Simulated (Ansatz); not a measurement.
# Sn4Se5: the cost of one run

Program: Ansatz 0.2.0. Level of theory: DFT PBE, scalar-relativistic, plane waves, PAW. These are calculated values, not measurements.

1 further run of the same task is left out (set aside as unsound or not needed). Runs told in other sessions of the task aren't counted.

## Step 1: The structure to begin with

Symmetry: Fm-3m, No. 225, cubic system. The conventional cell has a = 6.062 Å, b = 6.062 Å, c = 6.062 Å, α = 90.00°, β = 90.00°, γ = 90.00°. Sn (site symmetry m-3m) is surrounded by 6 Se at 3.03 Å. Se (site symmetry m-3m) has 6 Sn at 3.03 Å in its first shell of neighbours.

Coordinates:

```cif
data_structure
_symmetry_space_group_name_H-M 'P 1'
_symmetry_Int_Tables_number 1
_cell_length_a 4.2862
_cell_length_b 4.2862
_cell_length_c 4.2862
_cell_angle_alpha 60.000
_cell_angle_beta 60.000
_cell_angle_gamma 60.000
_cell_volume 55.68
loop_
_atom_site_label
_atom_site_type_symbol
_atom_site_fract_x
_atom_site_fract_y
_atom_site_fract_z
_atom_site_occupancy
Sn1 Sn 0.00000 0.00000 0.00000 1
Se1 Se 0.50000 0.50000 0.50000 1
```

This cell was relaxed beforehand with the same method: volume 27.84 Å³/atom, gap on the mesh 0.49 eV.

Bulk energy on matching settings, from an earlier run: -5747.0796 eV/atom.

## Step 2: The (111) slab

Miller indices refer to the conventional cell of the relaxed bulk, Fm-3m (No. 225): a = 6.062 Å, b = 6.062 Å, c = 6.062 Å, α = 90.00°, β = 90.00°, γ = 90.00°.

The slab is a (111) slab, 14.0 Å thick as cut, with 15 Å of vacuum; its outer planes are Se (top) and Se (bottom).

The slab as cut. Its planes from the bottom up:

```tsv
plane	atoms per cell	height over the lowest (Å)
1	Se	0.00
2	Sn	1.75
3	Se	3.50
4	Sn	5.25
5	Se	7.00
6	Sn	8.75
7	Se	10.50
8	Sn	12.25
9	Se	14.00
```

## Step 3: Single point on the unrelaxed (111) slab

A dipole layer in the vacuum cancels the field that periodic copies would set up if the slab's two faces differ.

Input file input.yaml:

```yaml
crystal:
  lattice:
    - [4.2862138071, 0.0, 0.0]
    - [-2.1431069035, 3.711970043, 0.0]
    - [0.0, 0.0, 28.9987156744]
  atoms:
    - { symbol: Se, position: [0.3333333333, 0.6666666667, 0.2586321437] }
    - { symbol: Sn, position: [0.6666666667, 0.3333333333, 0.3189741078] }
    - { symbol: Se, position: [0.0, 0.0, 0.3793160719] }
    - { symbol: Sn, position: [0.3333333333, 0.6666666667, 0.4396580359] }
    - { symbol: Se, position: [0.6666666667, 0.3333333333, 0.5] }
    - { symbol: Sn, position: [0.0, 0.0, 0.5603419641] }
    - { symbol: Se, position: [0.3333333333, 0.6666666667, 0.6206839281] }
    - { symbol: Sn, position: [0.6666666667, 0.3333333333, 0.6810258922] }
    - { symbol: Se, position: [0.0, 0.0, 0.7413678563] }
basis:
  ecutwfc: 420
kpoints:
  mp_grid: { grid: [9, 9, 1] }
hamiltonian:
  xc: pbe
scf:
  occupations: { method: gaussian, width: 0.05 }
output:
  forces: true
  stress: true
  eigenvalues: true
  write_density: true
  write_potential: true
  elf: true
  volumetric_format: npy
efield:
  axis: 3
  dipole_correction: true
  ramp_width: 0.04
```

Command:

```sh
$ ansatz run input.yaml --threads 1 --pin off --max-ram 2560MiB --backend cpu --events-out ev --progress --plain --runs-dir out
```

What time and memory should one allow on 1 thread of Intel Xeon at 2.70GHz, shared host?

About 80 s, with a peak of 0.79 GiB.
